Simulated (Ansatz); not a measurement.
# graphene on Ni(111): work function and capacitance, part 3 of 6

Aim: how a film of graphene changes the work function of Ni(111), and how thick it looks to a field.

Ansatz 0.2.0; plane-wave DFT, PBE, Ansatz PAW (the session's first sound run).

So far, work function, upper face (eV): step 2 (the bare metal) 5.10; step 3 (6 atoms, units 1) 3.51.

## Step 7: Relaxing in the field, 6 atoms, units 1, field 0.1 V/Å

This step: plane-wave DFT, PBE, Ansatz PAW (Ansatz 0.2.0).

Now the atoms may follow the field. A weak field makes forces of meV/Å to tens of meV/Å, so the force tolerance is set well below the usual one.

Input file input.yaml:

```yaml
crystal:
  lattice:
    - [2.467, 0.0, 0.0]
    - [-1.2335, 2.1364846711, 0.0]
    - [0.0, 0.0, 26.2403072607]
  atoms:
    - { symbol: Ni, position: [0.0, 0.0, 0.3429837887], spin: 0.7 }
    - { symbol: Ni, position: [0.6666666667, 0.3333333333, 0.420984746], spin: 0.7 }
    - { symbol: Ni, position: [0.3333333333, 0.6666666667, 0.4984516049], spin: 0.7 }
    - { symbol: Ni, position: [0.0, 0.0, 0.5758039718], spin: 0.7 }
    - { symbol: C, position: [0.0, 0.0, 0.6596383124] }
    - { symbol: C, position: [0.6666666667, 0.3333333333, 0.6598033066] }
magnetization:
  spin_polarized: true
kpoints:
  mp_grid: { grid: [18, 18, 1] }
hamiltonian:
  xc: pbe
scf:
  occupations: { method: fermi_dirac, width: 0.1 }
  convergence: { dr2_threshold: 1.0e-10 }
efield:
  axis: 3
  dipole_correction: true
  ramp_position: 0.9441
  ramp_width: 0.0963
  amplitude: 0.1
relax:
  f_tol: 0.001
  max_steps: 60
  constraints: [{ sites: [0, 1] }]
output:
  write_potential: true
  write_density: true
  volumetric_format: npy
```

Run with:

```
$ ansatz run input.yaml --threads 4 --pin off --max-ram 12288MiB --backend cpu --events-out ev --progress --plain --runs-dir out
```

Numbers of over 12 decimals in the logs are rounded to 6 here.

The log of the run:

```text
[...]
Crystal: 6 atoms, lattice volume = 138.305 Å³
Basis set: ecut = 420 eV, 2613 PW (Γ), exchange–correlation on 36×36×360 points (8 copies of the dense FFT grid, shifted against one another)
Bands: 50, of which v1, the nominal top of the filled ones, is band 40 counted from 1 (39 counted from 0)
Symmetry: 6 space group operations
k-points: 37 of 324 (time reversal used)
[...]
Starting moments: Σ|m| = 2.8 μB on 4 of 6 sites
[...]
SCF iter   1: F=—  HF=-23856.501244 eV  |F-HF|=—  |Δ(HF+E_count)|=         —  Δρ=3.76e-2 (↑2.48e-2 ↓3.76e-2)  dr2=4.68e0  dr2_m=2.31e-1  M=2.926 μB ∫|m|=3.089 μB  β_m=1.00  ethr=3.10e-3  p=0.032 e·Å  D=4.25e-2 V/Å  ΔV_dip=-1.11 eV  dr2_dipole=1.24e-1  V_vac-E_F(+/−)=7.85/6.66 eV  ⟨swp⟩=10.7  Hψ=18714  notcnv=0  defer=52
[...]
SCF iter  21: F=-23859.517288 eV  HF=-23859.517288 eV  |F-HF|=9.09e-11  |Δ(HF+E_count)|=  2.76e-10  Δρ=1.46e-7 (↑4.61e-8 ↓1.46e-7)  dr2=5.39e-11  dr2_m=4.47e-12  M=2.505 μB ∫|m|=2.892 μB  ethr=1.00e-12  p=0.079 e·Å  D=1.03e-1 V/Å  ΔV_dip=-2.70 eV  dr2_dipole=1.35e-11  V_vac-E_F(+/−)=4.08/4.48 eV  ⟨swp⟩=5.2  Hψ=18452  notcnv=0
SCF 1 converged in 21 iterations: F = -23859.517288 eV  dr2 = 5.39e-11
[...]
relax step   1: F+E_penalty+E_count = -23859.51728786 eV  Δ(F+E_penalty+E_count) = +0.000e0 eV  max|allowed force component| = 2.000e-3 eV/Å  Δτ_max = 0.0000 Å  (21 SCF iters, accepted)
[...]
SCF iter  11: F=-23859.517288 eV  HF=-23859.517288 eV  |F-HF|=3.64e-11  |Δ(HF+E_count)|=  1.35e-10  Δρ=7.98e-8 (↑6.57e-8 ↓7.98e-8)  dr2=5.62e-11  dr2_m=3.53e-13  M=2.505 μB ∫|m|=2.892 μB  ethr=1.00e-12  p=0.079 e·Å  D=1.03e-1 V/Å  ΔV_dip=-2.70 eV  dr2_dipole=7.26e-12  V_vac-E_F(+/−)=4.08/4.48 eV  ⟨swp⟩=5.1  Hψ=17797  notcnv=0
SCF 2 converged in 11 iterations: F = -23859.517288 eV  dr2 = 5.62e-11
relax step   2: F+E_penalty+E_count = -23859.51728816 eV  Δ(F+E_penalty+E_count) = -2.974e-7 eV  max|allowed force component| = 1.552e-3 eV/Å  Δτ_max = 0.0002 Å  (11 SCF iters, accepted)
SCF iter   1: F=—  HF=-23859.517300 eV  |F-HF|=—  |Δ(HF+E_count)|=         —  Δρ=3.67e-5 (↑3.23e-5 ↓3.67e-5)  dr2=4.87e-6  dr2_m=1.51e-7  M=2.505 μB ∫|m|=2.892 μB  β_m=1.00  ethr=2.60e-8  p=0.079 e·Å  D=1.03e-1 V/Å  ΔV_dip=-2.70 eV  dr2_dipole=2.77e-7  V_vac-E_F(+/−)=4.08/4.48 eV  ⟨swp⟩=3.1  Hψ=7064  notcnv=0  defer=125
[...]
SCF iter  13: F=-23859.517289 eV  HF=-23859.517289 eV  |F-HF|=3.17e-10  |Δ(HF+E_count)|=  2.55e-11  Δρ=4.29e-8 (↑1.21e-8 ↓4.29e-8)  dr2=5.47e-12  dr2_m=4.85e-13  M=2.505 μB ∫|m|=2.892 μB  ethr=1.00e-12  p=0.079 e·Å  D=1.03e-1 V/Å  ΔV_dip=-2.70 eV  dr2_dipole=2.08e-13  V_vac-E_F(+/−)=4.08/4.48 eV  ⟨swp⟩=5.0  Hψ=16997  notcnv=0
SCF 3 converged in 13 iterations: F = -23859.517289 eV  dr2 = 5.47e-12
relax step   3: F+E_penalty+E_count = -23859.51728873 eV  Δ(F+E_penalty+E_count) = -5.680e-7 eV  max|allowed force component| = 2.369e-4 eV/Å  Δτ_max = 0.0005 Å  (13 SCF iters, accepted)
[...]
SCF converged after 13 iterations
Stability not checked: this state was not tested for a lower state beside it, because the mixer in use, unlike msr1, does not test its closes by its own steps (another_mixer; see scf.mixing.algorithm and scf.lower_state_search)
Magnetization: 2.5051 μB (41.2526 up, 38.7474 down)
Absolute magnetization: 2.8949 μB (∫|ρ↑−ρ↓|, with the PAW one-centre terms)
[...]
Per-site moments (μB) at R_I (Å): [(0.712498, 1.017637), (0.698220, 1.017637), (0.660523, 1.017637), (0.571429, 0.907107), (-0.010516, 0.587536), (0.016310, 0.587536)]
Free energy (F): -23859.517289 eV
[...]
Internal energy: -23859.286322 eV  (E = F + TS)
E sigma→0 (E₀):  -23859.401806 eV
Entropy (-TS):   -0.230966 eV (-38.494 meV/atom)
Fermi energy:    4.304545 eV
Dipole field:    D = 0.102896 V/Å  (p = 0.078646 e·Å, saw-weighted, corrected)
Work function:   not extracted (applied field tilts the vacuum); planar V_es + V_field profile in the machine report
[...]
--- Forces (eV/Å), atoms counted from 1 ---
  atom   1  Ni     0.00000000    -0.00000000     0.14780989
  atom   2  Ni    -0.00000000    -0.00000000    -0.14757679
  atom   3  Ni     0.00000000    -0.00000000    -0.00020888
  atom   4  Ni     0.00000000     0.00000000     0.00023444
  atom   5  C      0.00000000     0.00000000    -0.00023690
  atom   6  C     -0.00000000    -0.00000000    -0.00002178
  max |Σ_I F_I| component: 1.04e-8 eV/Å
--- Band table (eV; the first three rows and the last of 74) ---
  k-point 0 ↑: bands = [... 36 lower, 3.0089, 3.1527, 3.1527, 3.4756, 3.4756, 3.6585, 3.6585, 3.9565, ... 6 higher]
  k-point 1 ↑: bands = [... 36 lower, 2.9770, 3.1602, 3.1746, 3.2808, 3.4746, 3.5568, 3.6601, 4.3857, ... 6 higher]
  k-point 2 ↑: bands = [... 36 lower, 2.9139, 2.9437, 3.1638, 3.2105, 3.4718, 3.6643, 3.7089, 4.9957, ... 6 higher]
  k-point 36 ↓: bands = [... 36 lower, 4.2503, 4.3054, 4.3238, 4.4531, 4.8777, 9.4800, 9.7338, 9.8257, ... 6 higher]
--- Relaxed structure (3 steps of the walk, 3 accepted, 0 SCFs on fresh bases) ---
  F+E_penalty+E_count = -23859.51728873 eV   max|allowed force component| = 2.369e-4 eV/Å
  atoms:
[...]
- { symbol: Ni, position: [0.666667, 0.333333, 0.420985] }
    - { symbol: Ni, position: [0.333333, 0.666667, 0.498463] }
[...]
- { symbol: C, position: [-1.8513386632579196e-17, -1.2335811384544453e-17, 0.659626] }
    - { symbol: C, position: [0.666667, 0.333333, 0.659786] }
```

Run time: 66 s. Hardware: 4 threads of Arm Neoverse V1, shared host; peak memory 0.7 GiB; 4.3 min of CPU time.

Hardly anything moved in the relaxation; the energy changed by under 0.2 meV an atom.

Numbers from this step:

* energy at zero smearing: -23859.4018 eV
* total moment: 2.505 μB
* site moments: 0.7125, 0.6982, 0.6605, 0.5714, -0.01052, 0.01631 μB
* dipole along the normal: 0.07865 e·Å

The relaxation took 3 steps and lowered the energy by 8.7e-7 eV; the largest force on the free atoms ends at 2.4e-4 eV/Å.

The dipole is 0.0786 e·Å.

## Step 8: Field on, atoms free, 6 atoms, units 1, field -0.1 V/Å

The opposite sign, again from the field-free geometry; the difference of the two cancels what relaxes without a field.

Edit input.yaml of step 7 so:

```diff
@@ -26,3 +26,3 @@
   ramp_width: 0.0963
-  amplitude: 0.1
+  amplitude: -0.1
 relax:
```

The log of the run:

```text
[...]
Crystal: 6 atoms, lattice volume = 138.305 Å³
Basis set: ecut = 420 eV, 2613 PW (Γ), exchange–correlation on 36×36×360 points (8 copies of the dense FFT grid, shifted against one another)
Bands: 50, of which v1, the nominal top of the filled ones, is band 40 counted from 1 (39 counted from 0)
Symmetry: 6 space group operations
k-points: 37 of 324 (time reversal used)
[...]
Starting moments: Σ|m| = 2.8 μB on 4 of 6 sites
[...]
SCF iter   1: F=—  HF=-23856.488244 eV  |F-HF|=—  |Δ(HF+E_count)|=         —  Δρ=3.76e-2 (↑2.48e-2 ↓3.76e-2)  dr2=4.71e0  dr2_m=2.31e-1  M=2.926 μB ∫|m|=3.088 μB  β_m=1.00  ethr=3.10e-3  p=-0.032 e·Å  D=-4.24e-2 V/Å  ΔV_dip=1.11 eV  dr2_dipole=1.24e-1  V_vac-E_F(+/−)=6.68/7.89 eV  ⟨swp⟩=10.7  Hψ=18828  notcnv=0  defer=46
[...]
SCF iter  21: F=-23859.507950 eV  HF=-23859.507950 eV  |F-HF|=1.13e-10  |Δ(HF+E_count)|=  1.31e-10  Δρ=1.08e-7 (↑3.32e-8 ↓1.08e-7)  dr2=5.41e-11  dr2_m=3.00e-12  M=2.504 μB ∫|m|=2.890 μB  ethr=1.00e-12  p=0.015 e·Å  D=1.93e-2 V/Å  ΔV_dip=-0.51 eV  dr2_dipole=1.74e-11  V_vac-E_F(+/−)=2.87/5.69 eV  ⟨swp⟩=5.9  Hψ=19511  notcnv=0
SCF 1 converged in 21 iterations: F = -23859.507950 eV  dr2 = 5.41e-11
[...]
relax step   1: F+E_penalty+E_count = -23859.50794950 eV  Δ(F+E_penalty+E_count) = +0.000e0 eV  max|allowed force component| = 2.812e-3 eV/Å  Δτ_max = 0.0000 Å  (21 SCF iters, accepted)
[...]
SCF iter  10: F=-23859.507951 eV  HF=-23859.507951 eV  |F-HF|=2.55e-11  |Δ(HF+E_count)|=  5.28e-10  Δρ=1.10e-7 (↑5.03e-8 ↓1.10e-7)  dr2=2.72e-11  dr2_m=2.29e-12  M=2.504 μB ∫|m|=2.890 μB  ethr=1.00e-12  p=0.015 e·Å  D=1.93e-2 V/Å  ΔV_dip=-0.51 eV  dr2_dipole=1.16e-13  V_vac-E_F(+/−)=2.87/5.69 eV  ⟨swp⟩=5.7  Hψ=19039  notcnv=0
SCF 2 converged in 10 iterations: F = -23859.507951 eV  dr2 = 2.72e-11
relax step   2: F+E_penalty+E_count = -23859.50795106 eV  Δ(F+E_penalty+E_count) = -1.555e-6 eV  max|allowed force component| = 3.026e-3 eV/Å  Δτ_max = 0.0005 Å  (10 SCF iters, accepted)
SCF iter   1: F=—  HF=-23859.508035 eV  |F-HF|=—  |Δ(HF+E_count)|=         —  Δρ=2.22e-4 (↑2.22e-4 ↓2.21e-4)  dr2=2.33e-4  dr2_m=1.13e-6  M=2.505 μB ∫|m|=2.891 μB  β_m=1.00  ethr=2.72e-6  p=0.015 e·Å  D=1.93e-2 V/Å  ΔV_dip=-0.51 eV  dr2_dipole=2.20e-5  V_vac-E_F(+/−)=2.87/5.69 eV  ⟨swp⟩=2.5  Hψ=6141  notcnv=0  defer=119
[...]
SCF iter  17: F=-23859.507957 eV  HF=-23859.507957 eV  |F-HF|=3.27e-11  |Δ(HF+E_count)|=  5.82e-11  Δρ=8.02e-8 (↑1.71e-8 ↓8.02e-8)  dr2=4.35e-11  dr2_m=1.30e-12  M=2.505 μB ∫|m|=2.891 μB  ethr=1.00e-12  p=0.015 e·Å  D=1.92e-2 V/Å  ΔV_dip=-0.50 eV  dr2_dipole=1.06e-11  V_vac-E_F(+/−)=2.87/5.69 eV  ⟨swp⟩=5.9  Hψ=15798  notcnv=0
SCF 3 converged in 17 iterations: F = -23859.507957 eV  dr2 = 4.35e-11
relax step   3: F+E_penalty+E_count = -23859.50795723 eV  Δ(F+E_penalty+E_count) = -6.168e-6 eV  max|allowed force component| = 7.991e-4 eV/Å  Δτ_max = 0.0034 Å  (17 SCF iters, accepted)
[...]
SCF converged after 17 iterations
[...]
Magnetization: 2.5052 μB (41.2526 up, 38.7474 down)
Absolute magnetization: 2.8941 μB (∫|ρ↑−ρ↓|, with the PAW one-centre terms)
[...]
Per-site moments (μB) at R_I (Å): [(0.714259, 1.017637), (0.698749, 1.017637), (0.661062, 1.017637), (0.569512, 0.908929), (-0.010362, 0.587536), (0.015585, 0.587536)]
Free energy (F): -23859.507957 eV
[...]
Internal energy: -23859.276740 eV  (E = F + TS)
E sigma→0 (E₀):  -23859.392349 eV
Entropy (-TS):   -0.231217 eV (-38.536 meV/atom)
Fermi energy:    4.309008 eV
Dipole field:    D = 0.019172 V/Å  (p = 0.014653 e·Å, saw-weighted, corrected)
Work function:   not extracted (applied field tilts the vacuum); planar V_es + V_field profile in the machine report
[...]
--- Forces (eV/Å), atoms counted from 1 ---
  atom   1  Ni     0.00000000    -0.00000000     0.14963013
  atom   2  Ni    -0.00000000    -0.00000000    -0.14977228
  atom   3  Ni     0.00000000    -0.00000000     0.00039450
  atom   4  Ni     0.00000000     0.00000000    -0.00024303
  atom   5  C      0.00000000     0.00000000    -0.00079913
  atom   6  C     -0.00000000    -0.00000000     0.00078906
  max |Σ_I F_I| component: 7.61e-7 eV/Å
--- Band table (eV; the first three rows and the last of 74) ---
  k-point 0 ↑: bands = [... 36 lower, 3.0129, 3.1580, 3.1580, 3.4826, 3.4826, 3.6633, 3.6633, 3.9930, ... 6 higher]
  k-point 1 ↑: bands = [... 36 lower, 2.9811, 3.1654, 3.1815, 3.2930, 3.4816, 3.5645, 3.6649, 4.4104, ... 6 higher]
  k-point 2 ↑: bands = [... 36 lower, 2.9183, 2.9547, 3.1690, 3.2172, 3.4786, 3.6691, 3.7136, 5.0162, ... 6 higher]
  k-point 36 ↓: bands = [... 36 lower, 4.2446, 4.3129, 4.3289, 4.4493, 4.8728, 9.4844, 9.7390, 9.8284, ... 6 higher]
--- Relaxed structure (3 steps of the walk, 3 accepted, 0 SCFs on fresh bases) ---
  F+E_penalty+E_count = -23859.50795723 eV   max|allowed force component| = 7.991e-4 eV/Å
  atoms:
[...]
- { symbol: Ni, position: [0.666667, 0.333333, 0.420985] }
    - { symbol: Ni, position: [0.333333, 0.666667, 0.498452] }
[...]
- { symbol: C, position: [0.666667, 0.333333, 0.659951] }
```

Wall time 69 s (4 threads); peak memory 0.7 GiB.

Hardly anything moved in the relaxation; the energy changed by under 0.2 meV an atom.

This step gave:

```
energy at zero smearing : -23859.3923 eV
site moments            : 0.7143, 0.6987, 0.6611, 0.5695, -0.01036, 0.01559 μB
dipole along the normal : 0.01465 e·Å
```

The relaxation took 3 steps and lowered the energy by 7.7e-6 eV; the largest force on the free atoms ends at 8.0e-4 eV/Å.

The dipole is 0.0147 e·Å.

## Step 9: Response with the atoms relaxed, 6 atoms, units 1

This step: plane-wave DFT, PBE, Ansatz PAW; a film on a metal in a field, atoms relaxed (Ansatz 0.2.0).

The two relaxed runs give the static response.

Numbers from this step:

| Item | Value |
| --- | --- |
| equivalent conductor thickness p/(ε₀AE) | 10.98 Å |
| distance between the outer atoms | 8.317 Å |
| vacuum-equivalent thickness | -1.069 Å |
| film thickness | 2.208 Å |

Local field over the applied field, running mean. From the potentials at -0.1 and 0.1 V/Å; running mean over 2.047 and then 3.35 Å. Table of local field over applied field by z:

z (Å), local field over applied field and a bar from the least value:
```
        5      0.968 #############################
        6      0.856 ##########################
        7      0.621 ###################
        8      0.338 ###########
        9      0.112 #####
       10      0.014 ##
       11      0.001 ##
       12     -0.001 ##
       13     -0.006 #
       14     -0.041 
       15     -0.056 
       16      0.063 ###
       17      0.241 ########
       18      0.500 ################
       19      0.666 #####################
       20      0.783 ########################
       21      0.969 #############################
       22      0.996 ##############################
```

From the metal's top layer to the film's top atom it is 2.2 Å, gap included. Seen from far outside, the potential is that of a bare conductor whose surface lies 1.07 Å over the top atom: the vacuum-equivalent thickness, -1.07 Å.

(Continued in part 4 of 6.)

[Logs are printed without paths, hosts, clocks, repeated set-up lines and the standing remarks that a program may print on its own settings, such as how far it seeks lower states.]

[Hosts, paths, dates, database ids (printed as entryN), source tags and the programs' standing remarks are cut or masked in the printed files.]

[Maps of the electrostatic potential energy from Ansatz leave out the sawtooth potential of an applied field or a dipole correction, so their vacuum need not be flat; planar profiles and work functions include it.]
